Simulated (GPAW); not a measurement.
Si:

```
CELL_PARAMETERS angstrom
0.00000 2.72185 2.72185
2.72185 0.00000 2.72185
2.72185 2.72185 0.00000
ATOMIC_POSITIONS crystal
Si 0.50000 0.50000 0.50000
Si 0.75000 0.75000 0.75000
```

Program: GPAW 26.7.0. Alike in all runs: task band structure; no spin polarisation; cell as given; k mesh 8 × 8 × 8; cutoff (eV) 600; smearing fermi-dirac 0.05 eV.

Task: Order these runs on this cell by their pressure, lowest first.
A. level revPBE; potentials or basis the program's PAW data sets (release 1.2.1) made for this functional, pw; band points 80
B. level BLYP; potentials or basis PAW data sets generated in the run's folder for this functional, pw; band points 100; eigensolver davidson
C. level LDA; potentials or basis the program's PAW data sets (release 1.2.1) made for this functional, pw; band points 60
D. level PBEsol; potentials or basis PAW data sets generated in the run's folder for this functional, pw; band points 100

Result: C (-1.9 GPa), D (-0.3 GPa), A (2.8 GPa), B (4.4 GPa).

Runs at the PBE level aren't shown here.
